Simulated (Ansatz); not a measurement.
**InP: a tetragonal deformation path**

The task here is to estimate one member of a computed series from the others.

Computed with Ansatz 0.2.0 (DFT PBEsol, scalar-relativistic, plane waves, PAW, unless a step's input says otherwise).

**Starting point**

It takes space group Fm-3m (No. 225, cubic). Conventional cell: a = 5.710 Å, b = 5.710 Å, c = 5.710 Å, α = 90.00°, β = 90.00°, γ = 90.00°. Around In (site symmetry m-3m) lie 6 P at 2.85 Å. P (site symmetry m-3m) has 6 In at 2.85 Å as nearest neighbours.

As a file:

```
CELL_PARAMETERS angstrom
0.00000 2.85500 2.85500
2.85500 0.00000 2.85500
2.85500 2.85500 0.00000
ATOMIC_POSITIONS crystal
In 0.00000 0.00000 0.00000
P 0.50000 0.50000 0.50000
```

Source of the structure: the Crystallography Open Database.

Set-up of the first run:

Input file input.yaml:

```yaml
crystal:
  lattice:
    - [0.0, 2.855, 2.855]
    - [2.855, 0.0, 2.855]
    - [2.855, 2.855, 0.0]
  atoms:
    - { symbol: In, position: [0.0, 0.0, 0.0] }
    - { symbol: P, position: [0.5, 0.5, 0.5] }
basis:
  ecutwfc: 420
kpoints:
  mp_grid: { grid: [6, 6, 6] }
hamiltonian:
  xc: pbesol
scf:
  occupations: { method: gaussian, width: 0.1 }
output:
  forces: true
  stress: true
  eigenvalues: true
```

The run is started by

```console
> ansatz run input.yaml --threads 1 --pin off --max-ram 2560MiB --backend cpu --events-out ev --progress --plain --runs-dir out
```

Steps of the session up to this table: Quick check of gap, pressure and forces; Zero of the scan; ρ = 0.707; ρ = 1.414; ρ = 0.850; ρ = 1.200; ρ = 0.780; ρ = 1.300; At ρ = 0.920; At ρ = 1.100; At ρ = 0.650; ρ = 1.500; ρ = 0.960; At ρ = 1.050.

One of the session's tables, all rows but one given; the rest of the session is left out.

The scan, with free energies counted from the undisturbed cell:

```
    ρ  ΔE (meV/atom)  pressure (GPa)
0.650         1149.0            19.3
0.707              ?               ?
0.780          280.1            -0.2
0.850          115.5            -4.8
0.920           30.3            -7.0
0.960            6.5            -7.8
1.000            0.0            -8.0
1.050            6.8            -7.7
1.100           22.8            -7.2
1.200           66.6            -5.1
1.300          136.7            -1.8
1.414          242.7             2.9
1.500          337.8             7.3
```

Estimate the missing values for ρ = 0.707.

Worked estimate for «ΔE (meV/atom)». A straight line through the neighbours (0.650, 1149.0) and (0.780, 280.1) gives 1149.0 + (280.1 − 1149.0) × (0.707 − 0.650) / (0.780 − 0.650) = 768.0; a parabola fitted to 3 rows on both sides gives 677.9.

As computed: ΔE (meV/atom): 652.5; pressure (GPa): 9.1. In «ΔE (meV/atom)» the line misses by +115.5 and the parabola by +25.4.

Caveats from the session: The settings of these runs were drawn from a wide range and may not be converged.
